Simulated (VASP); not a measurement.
# ZrN (Fm-3m) in VASP: notebook, part 2 of 2

VASP 6.6.1.

## (3) Optical spectrum, LDA

Input file INCAR:

```
ALGO = Normal
CSHIFT = 0.1
EDIFF = 1E-6
ENCUT = 520
ISIF = 2
ISMEAR = -1
LASPH = True
LCHARG = False
LOPTICS = True
LREAL = False
LWAVE = False
NBANDS = 40
NEDOS = 2000
NELM = 80
PREC = Accurate
SIGMA = 0.05
```

Input file KPOINTS:

```
k-points
0
Gamma
  20 20 20
```

Input file POSCAR:

```
ZrN
1.0
    0.0000000000      2.2875000000      2.2875000000
    2.2875000000      0.0000000000      2.2875000000
    2.2875000000      2.2875000000      0.0000000000
Zr N
1 1
Direct
    0.0000000000      0.0000000000      0.0000000000
    0.5000000000      0.5000000000      0.5000000000
```

Potentials or basis: VASP PAW LDA potentials, release 64 (Zr_sv, N).

Run with:

```console
$ cat potpaw_LDA.64/Zr_sv/POTCAR potpaw_LDA.64/N/POTCAR > POTCAR
$ mpirun -np 1 vasp_std > vasp.out
```

OUTCAR:

```text
EDIFF = 1E-6
   ENCUT = 520
   ISIF = 2
   ISMEAR = -1
   LASPH = True
   LREAL = False
   NELM = 80
   PREC = Accurate

 ion  position               nearest neighbor table
   1  0.000  0.000  0.000-   2 2.29   2 2.29   2 2.29   2 2.29   2 2.29   2 2.29
   2  0.500  0.500  0.500-   1 2.29   1 2.29   1 2.29   1 2.29   1 2.29   1 2.29

  LATTYP: Found a face centered cubic cell.
 ALAT       =     4.5750000000

  Lattice vectors:

 A1 = (   0.0000000000,   2.2875000000,   2.2875000000)
 A2 = (   2.2875000000,   0.0000000000,   2.2875000000)
 A3 = (   2.2875000000,   2.2875000000,   0.0000000000)

Analysis of symmetry for initial positions (statically):
=====================================================================
 Subroutine PRICEL returns:
 Original cell was already a primitive cell.

 Routine SETGRP: Setting up the symmetry group for a
 face centered cubic supercell.

 Subroutine GETGRP returns: Found 48 space group operations
 (whereof 48 operations were pure point group operations)
 out of a pool of 48 trial point group operations.

The static configuration has the point symmetry O_h .

Analysis of symmetry for dynamics (positions and initial velocities):
=====================================================================
 Subroutine PRICEL returns:
 Original cell was already a primitive cell.

 Routine SETGRP: Setting up the symmetry group for a
[... 741 lines left out ...]
    total drift:                                0.000000     -0.000000     -0.000000

  FREE ENERGIE OF THE ION-ELECTRON SYSTEM (eV)
  ---------------------------------------------------
  free  energy   TOTEN  =       -22.4034550434 eV

  energy  without entropy=      -22.3976936875  energy(sigma->0) =      -22.40057437

 electrical conductivity sigma (Mega S m-1) (frequency dependency in vasprun.xml)
  --------------------------------------------------------------------------------------
         NaN         NaN         NaN
         NaN         NaN         NaN
         NaN         NaN         NaN

  frequency dependent IMAGINARY DIELECTRIC FUNCTION (independent particle, no local field effects) density-density
     E(ev)      X         Y         Z        XY        YZ        ZX
  --------------------------------------------------------------------------------------------------------------
     0.00000     0.00000     0.00000     0.00000     0.00000     0.00000     0.00000
     1.27585     1.10305     1.10305     1.10305     0.00000    -0.00000    -0.00000
     2.55171     0.61688     0.61688     0.61688     0.00000     0.00000    -0.00000
     3.82756     2.37612     2.37612     2.37612    -0.00000     0.00000    -0.00000
     5.10341     6.88266     6.88266     6.88266     0.00000     0.00000    -0.00000
     6.37927     7.85886     7.85886     7.85886    -0.00000     0.00000    -0.00000
[... 92 lines left out ...]
   125.03367     0.00009     0.00009     0.00009     0.00000     0.00000    -0.00000
   126.30952     0.00009     0.00009     0.00009     0.00000     0.00000    -0.00000

  frequency dependent      REAL DIELECTRIC FUNCTION (independent particle, no local field effects) density-density
     E(ev)        X           Y           Z          XY          YZ          ZX
  --------------------------------------------------------------------------------------------------------------
     0.00000   229.48281   229.48281   229.48281    -0.00000    -0.00000     0.00000
     1.27585     3.07330     3.07330     3.07330    -0.00000     0.00000     0.00000
     2.55171     6.78225     6.78225     6.78225    -0.00000     0.00000     0.00000
     3.82756     8.71174     8.71174     8.71174     0.00000     0.00000    -0.00000
     5.10341     9.37642     9.37642     9.37642    -0.00000    -0.00000    -0.00000
     6.37927     4.88606     4.88606     4.88606    -0.00000    -0.00000     0.00000
[... 92 lines left out ...]
   125.03367     0.94722     0.94722     0.94722    -0.00000    -0.00000     0.00000
   126.30952     0.94835     0.94835     0.94835    -0.00000    -0.00000     0.00000

  frequency dependent IMAGINARY DIELECTRIC FUNCTION (independent particle, no local field effects) current-current
     E(ev)      X         Y         Z        XY        YZ        ZX
  --------------------------------------------------------------------------------------------------------------
     0.00000   143.35113   143.35113   143.35113     0.00000     0.00000    -0.00000
     1.27585     1.39000     1.39000     1.39000    -0.00000     0.00000    -0.00000
     2.55171     1.06706     1.06706     1.06706    -0.00000    -0.00000     0.00000
     3.82756     2.78196     2.78196     2.78196    -0.00000    -0.00000    -0.00000
     5.10341     7.23192     7.23192     7.23192     0.00000    -0.00000     0.00000
     6.37927     7.97535     7.97535     7.97535     0.00000     0.00000     0.00000
[... 92 lines left out ...]
   125.03367     0.00001     0.00001     0.00001    -0.00000     0.00000    -0.00000
   126.30952     0.00001     0.00001     0.00001    -0.00000     0.00000    -0.00000

  frequency dependent      REAL DIELECTRIC FUNCTION (independent particle, no local field effects) current-current
     E(ev)        X           Y           Z          XY          YZ          ZX
  --------------------------------------------------------------------------------------------------------------
     0.00000   -43.96880   -43.96880   -43.96880    -0.00000    -0.00000     0.00000
     1.27585     6.10602     6.10602     6.10602    -0.00000    -0.00000     0.00000
     2.55171     7.52996     7.52996     7.52996     0.00000    -0.00000     0.00000
     3.82756     8.92726     8.92726     8.92726     0.00000    -0.00000     0.00000
     5.10341     9.28570     9.28570     9.28570    -0.00000     0.00000    -0.00000
     6.37927     4.76888     4.76888     4.76888     0.00000     0.00000    -0.00000
[... 92 lines left out ...]
   125.03367     0.94755     0.94755     0.94755     0.00000    -0.00000     0.00000
   126.30952     0.94867     0.94867     0.94867     0.00000    -0.00000     0.00000
```

OSZICAR:

```text
N       E                     dE             d eps       ncg     rms          rms(c)
DAV:   1     0.143823629979E+03    0.14382E+03   -0.68666E+03 20584   0.422E+02
DAV:   2    -0.205824359584E+02   -0.16441E+03   -0.15024E+03 24280   0.168E+02
DAV:   3    -0.257782815002E+02   -0.51958E+01   -0.51380E+01 25152   0.282E+01
DAV:   4    -0.258374437953E+02   -0.59162E-01   -0.59146E-01 23184   0.271E+00
DAV:   5    -0.258380739270E+02   -0.63013E-03   -0.63013E-03 24560   0.239E-01    0.222E+01
DAV:   6    -0.226564350213E+02    0.31816E+01   -0.10475E+00 27256   0.100E+01    0.101E+01
DAV:   7    -0.224481317767E+02    0.20830E+00   -0.18950E-01 23016   0.203E+00    0.649E+00
DAV:   8    -0.224061759708E+02    0.41956E-01   -0.74770E-02 28072   0.133E+00    0.115E+00
DAV:   9    -0.224034904731E+02    0.26855E-02   -0.44689E-03 23000   0.451E-01    0.470E-01
DAV:  10    -0.224036192635E+02   -0.12879E-03   -0.13443E-03 24224   0.162E-01    0.254E-01
DAV:  11    -0.224034575371E+02    0.16173E-03   -0.79052E-05 23440   0.482E-02    0.428E-02
DAV:  12    -0.224034559100E+02    0.16272E-05   -0.49916E-06 31600   0.852E-03    0.211E-02
DAV:  13    -0.224034550434E+02    0.86660E-06   -0.59775E-07 23160   0.575E-03
   1 F= -.22403455E+02 E0= -.22400574E+02  d E =-.576136E-02
 imaginary and real dielectric function
```

Wall time 68 s (1 thread of Intel Xeon 6975P-C (Granite Rapids), shared host); peak memory 0.44 GiB.

Results:

```
Free energy            : -22.4035 eV
Pressure               : -8.1 GPa
Band gap on the k mesh : none (metal or under the smearing width)
```

Levels at points of the mesh, in eV from the Fermi level:
```
           k point  band 6  band 7  band 8  band 9  band 10  band 11
(0.00, 0.00, 0.00)   -2.66   -2.66   -2.66   -0.46    -0.46    -0.46
(0.50, 0.00, 0.00)   -7.71   -5.74   -5.74    3.03     3.09     3.09
(0.50, 0.50, 0.00)   -4.53   -3.56   -3.15   -3.15     3.37     4.57
```

Dielectric function (mean over the directions given):
```tsv
energy (eV)	real part	imaginary part
0.26	-30.50	81.92
0.89	-0.34	2.39
1.59	4.76	0.52
2.23	6.40	0.74
2.93	7.66	1.04
3.64	8.88	1.80
4.27	10.14	2.59
4.98	9.51	5.98
5.68	7.37	7.84
6.32	4.82	8.07
7.02	3.74	7.51
7.72	2.51	8.61
8.36	1.36	8.23
9.06	-0.28	8.23
9.76	-2.44	7.35
10.40	-2.89	4.38
11.10	-3.00	3.54
11.80	-2.21	1.45
12.44	-1.32	1.16
13.14	-0.48	0.83
13.84	0.13	0.99
14.48	0.55	1.13
15.18	0.55	1.46
15.88	0.71	1.50
16.52	0.36	1.77
17.22	0.29	1.61
17.93	0.15	1.43
18.56	0.07	1.26
19.27	0.14	1.18
19.97	0.09	1.00
```

Caveat: independent-particle spectra lack excitons; the intraband (Drude) part of a metal's response may be missing.

## (4) Optical spectrum, PBEsol

Changes to INCAR since step 3:

```diff
@@ -4,2 +4,3 @@
 ENCUT = 520
+GGA = PS
 ISIF = 2
```

KPOINTS is that of step 3.

POSCAR is that of step 3.

Potentials or basis: VASP PAW PBE potentials, release 64 (Zr_sv, N).

Run with:

```console
$ cat potpaw_PBE.64/Zr_sv/POTCAR potpaw_PBE.64/N/POTCAR > POTCAR
$ mpirun -np 1 vasp_std > vasp.out
```

OUTCAR:

```text
EDIFF = 1E-6
   ENCUT = 520
   GGA = PS
   ISIF = 2
   ISMEAR = -1
   LASPH = True
   LREAL = False
   NELM = 80
   PREC = Accurate

 ion  position               nearest neighbor table
   1  0.000  0.000  0.000-   2 2.29   2 2.29   2 2.29   2 2.29   2 2.29   2 2.29
   2  0.500  0.500  0.500-   1 2.29   1 2.29   1 2.29   1 2.29   1 2.29   1 2.29

  LATTYP: Found a face centered cubic cell.
 ALAT       =     4.5750000000

  Lattice vectors:

 A1 = (   0.0000000000,   2.2875000000,   2.2875000000)
 A2 = (   2.2875000000,   0.0000000000,   2.2875000000)
 A3 = (   2.2875000000,   2.2875000000,   0.0000000000)

Analysis of symmetry for initial positions (statically):
=====================================================================
 Subroutine PRICEL returns:
 Original cell was already a primitive cell.

 Routine SETGRP: Setting up the symmetry group for a
 face centered cubic supercell.

 Subroutine GETGRP returns: Found 48 space group operations
 (whereof 48 operations were pure point group operations)
 out of a pool of 48 trial point group operations.

The static configuration has the point symmetry O_h .
[... 745 lines left out ...]
      0.00000      0.00000      0.00000         0.000000     -0.000000     -0.000000
      2.28750      2.28750      2.28750        -0.000000      0.000000      0.000000
 -----------------------------------------------------------------------------------
    total drift:                                0.000000     -0.000000     -0.000000

  FREE ENERGIE OF THE ION-ELECTRON SYSTEM (eV)
  ---------------------------------------------------
  free  energy   TOTEN  =       -21.5507249754 eV

  energy  without entropy=      -21.5449449644  energy(sigma->0) =      -21.54783497

 electrical conductivity sigma (Mega S m-1) (frequency dependency in vasprun.xml)
  --------------------------------------------------------------------------------------
         NaN         NaN         NaN
         NaN         NaN         NaN
         NaN         NaN         NaN

  frequency dependent IMAGINARY DIELECTRIC FUNCTION (independent particle, no local field effects) density-density
     E(ev)      X         Y         Z        XY        YZ        ZX
  --------------------------------------------------------------------------------------------------------------
     0.00000     0.00000     0.00000     0.00000     0.00000     0.00000     0.00000
     1.27958     1.15685     1.15685     1.15685     0.00000     0.00000    -0.00000
     2.55917     0.64637     0.64637     0.64637     0.00000     0.00000    -0.00000
     3.83875     2.39882     2.39882     2.39882    -0.00000    -0.00000    -0.00000
     5.11834     6.94003     6.94003     6.94003    -0.00000    -0.00000    -0.00000
     6.39792     7.96243     7.96243     7.96243     0.00000    -0.00000    -0.00000
[... 92 lines left out ...]
   125.39924     0.00009     0.00009     0.00009     0.00000    -0.00000     0.00000
   126.67883     0.00009     0.00009     0.00009     0.00000    -0.00000     0.00000

  frequency dependent      REAL DIELECTRIC FUNCTION (independent particle, no local field effects) density-density
     E(ev)        X           Y           Z          XY          YZ          ZX
  --------------------------------------------------------------------------------------------------------------
     0.00000   226.86267   226.86267   226.86267     0.00000     0.00000     0.00000
     1.27958     3.07914     3.07914     3.07914    -0.00000    -0.00000     0.00000
     2.55917     6.82259     6.82259     6.82259    -0.00000    -0.00000     0.00000
     3.83875     8.70689     8.70689     8.70689    -0.00000    -0.00000     0.00000
     5.11834     9.34746     9.34746     9.34746     0.00000     0.00000    -0.00000
     6.39792     4.90109     4.90109     4.90109     0.00000     0.00000     0.00000
[... 92 lines left out ...]
   125.39924     0.94747     0.94747     0.94747    -0.00000    -0.00000    -0.00000
   126.67883     0.94859     0.94859     0.94859    -0.00000    -0.00000    -0.00000

  frequency dependent IMAGINARY DIELECTRIC FUNCTION (independent particle, no local field effects) current-current
     E(ev)      X         Y         Z        XY        YZ        ZX
  --------------------------------------------------------------------------------------------------------------
     0.00000   151.99437   151.99437   151.99437     0.00000     0.00000    -0.00000
     1.27958     1.44136     1.44136     1.44136     0.00000     0.00000    -0.00000
     2.55917     1.09897     1.09897     1.09897    -0.00000     0.00000     0.00000
     3.83875     2.80334     2.80334     2.80334    -0.00000     0.00000     0.00000
     5.11834     7.28645     7.28645     7.28645    -0.00000    -0.00000    -0.00000
     6.39792     8.08045     8.08045     8.08045     0.00000    -0.00000    -0.00000
[... 92 lines left out ...]
   125.39924     0.00001     0.00001     0.00001     0.00000    -0.00000    -0.00000
   126.67883     0.00000     0.00000     0.00000     0.00000    -0.00000    -0.00000

  frequency dependent      REAL DIELECTRIC FUNCTION (independent particle, no local field effects) current-current
     E(ev)        X           Y           Z          XY          YZ          ZX
  --------------------------------------------------------------------------------------------------------------
     0.00000   -45.54402   -45.54402   -45.54402    -0.00000    -0.00000     0.00000
     1.27958     6.02749     6.02749     6.02749    -0.00000    -0.00000     0.00000
     2.55917     7.54956     7.54956     7.54956    -0.00000    -0.00000     0.00000
     3.83875     8.91410     8.91410     8.91410    -0.00000    -0.00000     0.00000
     5.11834     9.25064     9.25064     9.25064     0.00000     0.00000    -0.00000
     6.39792     4.77697     4.77697     4.77697    -0.00000    -0.00000    -0.00000
[... 92 lines left out ...]
   125.39924     0.94778     0.94778     0.94778    -0.00000     0.00000     0.00000
   126.67883     0.94890     0.94890     0.94890    -0.00000     0.00000     0.00000
```

OSZICAR:

```text
N       E                     dE             d eps       ncg     rms          rms(c)
DAV:   1     0.145686386447E+03    0.14569E+03   -0.68820E+03 20592   0.423E+02
DAV:   2    -0.193733052314E+02   -0.16506E+03   -0.15109E+03 24336   0.171E+02
DAV:   3    -0.246981741587E+02   -0.53249E+01   -0.52647E+01 25232   0.291E+01
DAV:   4    -0.247647637783E+02   -0.66590E-01   -0.66568E-01 23328   0.283E+00
DAV:   5    -0.247655305282E+02   -0.76675E-03   -0.76674E-03 24672   0.263E-01    0.226E+01
DAV:   6    -0.217617764935E+02    0.30038E+01   -0.10293E+00 28824   0.970E+00    0.107E+01
DAV:   7    -0.215861343905E+02    0.17564E+00   -0.13131E-01 23504   0.191E+00    0.651E+00
DAV:   8    -0.215522076208E+02    0.33927E-01   -0.78703E-02 26688   0.142E+00    0.102E+00
DAV:   9    -0.215507272127E+02    0.14804E-02   -0.46917E-03 23368   0.450E-01    0.485E-01
DAV:  10    -0.215508186124E+02   -0.91400E-04   -0.14497E-03 24192   0.178E-01    0.180E-01
DAV:  11    -0.215507292160E+02    0.89396E-04   -0.59464E-05 23680   0.385E-02    0.522E-02
DAV:  12    -0.215507262896E+02    0.29264E-05   -0.46273E-06 30368   0.867E-03    0.254E-02
DAV:  13    -0.215507249944E+02    0.12952E-05   -0.51717E-07 21528   0.545E-03    0.227E-03
DAV:  14    -0.215507249754E+02    0.19035E-07   -0.92041E-08 14304   0.133E-03
   1 F= -.21550725E+02 E0= -.21547835E+02  d E =-.578001E-02
 imaginary and real dielectric function
```

Wall time 72 s (1 thread of Intel Xeon 6975P-C (Granite Rapids), shared host); peak memory 0.45 GiB.

What came out:

```yaml
Free_energy: -21.5507 eV
Pressure: -3.5 GPa
Band_gap_on_the_k_mesh: none (metal or under the smearing width)
```

Levels at points of the mesh, in eV from the Fermi level:
| k point | band 5 | band 6 | band 7 | band 8 | band 9 | band 10 | band 11 | band 12 |
| --- | --- | --- | --- | --- | --- | --- | --- | --- |
| (0.00, 0.00, 0.00) | -16.26 | -2.67 | -2.67 | -2.67 | -0.45 | -0.45 | -0.45 | 1.56 |
| (0.50, 0.00, 0.00) | -13.98 | -7.74 | -5.75 | -5.75 | 3.05 | 3.11 | 3.11 | 4.70 |
| (0.50, 0.50, 0.00) | -15.72 | -4.57 | -3.57 | -3.17 | -3.17 | 3.39 | 4.60 | 4.60 |

Dielectric function (mean over the directions given):
```
energy (eV)  real part  imaginary part
       0.26     -29.84           81.79
       0.90      -0.26            2.45
       1.60       4.77            0.53
       2.24       6.42            0.76
       2.94       7.67            1.09
       3.65       8.87            1.84
       4.29      10.13            2.61
       4.99       9.50            6.05
       5.63       7.57            7.75
       6.33       4.86            8.13
       7.04       3.62            7.56
       7.68       2.73            8.63
       8.38       1.28            8.23
       9.09      -0.16            8.14
       9.72      -2.22            7.62
      10.43      -2.94            4.26
      11.07      -3.07            3.64
      11.77      -2.30            1.50
      12.48      -1.29            1.14
      13.12      -0.55            0.84
      13.82       0.10            0.95
      14.52       0.55            1.09
      15.16       0.58            1.42
      15.87       0.70            1.45
      16.51       0.47            1.75
      17.21       0.35            1.64
      17.91       0.13            1.53
      18.55       0.03            1.28
      19.26       0.12            1.19
      19.96       0.05            1.00
```

Caveat: independent-particle spectra lack excitons; the intraband (Drude) part of a metal's response may be missing; the PAW data sets were made with another functional, which shifts forces and pressure a little.

## (5) Summary

```csv
level,potentials or basis,k mesh,gap on the mesh (eV),pressure (GPa)
PBE,"VASP PAW PBE potentials, release 64 (Zr_sv, N)",28 × 28 × 28,none,3.6
LDA,"VASP PAW LDA potentials, release 64 (Zr_sv, N)",20 × 20 × 20,none,-8.1
PBEsol,"VASP PAW PBE potentials, release 64 (Zr_sv, N)",20 × 20 × 20,none,-3.5
```

Alike in all rows: task optical spectrum; no spin polarisation; cell as given; cutoff (eV) 520; smearing fermi-dirac 0.05 eV.

Caveats: independent-particle spectra lack excitons; the intraband (Drude) part of a metal's response may be missing; the PAW data sets were made with another functional, which shifts forces and pressure a little (some runs).

Total energies depend on the potentials used, so only differences within one code and one set of settings carry meaning.
